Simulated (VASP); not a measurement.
A run of VASP 6.6.1 is set up as follows.

POSCAR

```
H18CO10
1.0
    6.7165700000      0.0000000000      0.0000000000
    0.0000000000      6.7165700000      0.0000000000
    0.0000000000      0.0000000000      6.7165700000
O H C
10 18 1
Direct
    0.5536159081      0.8360219576      0.9016209166
    0.1394461757      0.4897737982      0.0397822103
    0.4144377264      0.2370704095      0.4517782142
    0.9086780902      0.3674494571      0.3300047494
    0.8884296598      0.0559809546      0.6780842007
    0.3718713570      0.1741365012      0.8577890203
    0.9366983445      0.5952591874      0.7215885489
    0.5747874287      0.4270929954      0.1090139759
    0.0911030481      0.8463546125      0.4059959176
    0.0133103653      1.0333399339      0.1383593114
    0.4804088992      0.9567383352      0.8744939753
    0.6750320476      0.8556450688      0.8402800834
    0.0319061664      0.5217246303     -0.0522290395
    0.1699825953      0.3455781746      0.0128785973
    0.4876745124      0.1344138452      0.3901098328
    0.4200358219      0.3376276879      0.3381041216
    1.0107837780      0.4338970635      0.2473435102
    0.9277056593      0.2308767719      0.2800834354
    0.8715311536      0.1836502858      0.6119045882
    0.9782522925      0.0665964920      0.7895845647
    0.4815106520      0.2499638953      0.9168816822
    0.3594245277      0.2245342489      0.7270377589
    0.8342502200      0.6013932707      0.6197955206
    1.0527546054      0.5450847680      0.6502723861
    0.7020994347      0.4219564450      0.1844393790
    0.5630850270      0.5610452954      0.0555789637
   -0.0220350566      0.9203804918      0.4737537166
    0.2454973297      0.8334462382      0.1592777266
    0.1141654148      0.9078592198      0.2239833725
```

INCAR.step1

```
SYSTEM = H18CO10
PREC = Accurate ; ENCUT = 520
ISMEAR = -1 ; SIGMA = 0.02
LREAL = Auto ; LASPH = .True.
NELM = 60 ; NBANDS = 61
GGA = PE ; ALGO = Normal
EDIFF = 1E-4 ; LWAVE = .True.
LCHARG = .False.
```

File INCAR.step2:

```
SYSTEM = H18CO10
PREC = Accurate ; ENCUT = 520
EDIFF = 1E-6 ; ISMEAR = -1
SIGMA = 0.02 ; LREAL = Auto
LASPH = .True. ; NELM = 60
ALGO = Normal ; ISIF = 2
LWAVE = .False. ; LCHARG = .True.
METAGGA = R2SCAN ; LMIXTAU = .True.
IVDW = 12 ; VDW_S6 = 1.0
VDW_S8 = 0.78981345 ; VDW_A1 = 0.49484001
VDW_A2 = 5.73083694 ; LELF = .True.
LVHAR = .True. ; NBANDS = 61
ISTART = 1
```

KPOINTS

```
regular mesh
0
Gamma
  1 1 1
  0 0 0
```

Potentials or basis: VASP PAW PBE potentials, release 64 (O, H, C).

Launch:

```console
$ cat potpaw_PBE.64/O/POTCAR potpaw_PBE.64/H/POTCAR potpaw_PBE.64/C/POTCAR > POTCAR
$ cp INCAR.step1 INCAR
$ mpirun -np 1 vasp_gam > vasp.out
$ cp INCAR.step2 INCAR
$ mpirun -np 1 vasp_gam > vasp.out
```

(1) Predict the largest force.

(2) Predict the band gap on the k mesh.

(3) Predict the pressure.

Answers

(1) 2.563 eV/Å.

(2) 5.29 eV, direct.

(3) 0.2 GPa.

Caveat: the standard files for N, O and F lose accuracy on very short bonds; the PAW data sets were made with another functional, which shifts forces and pressure a little.
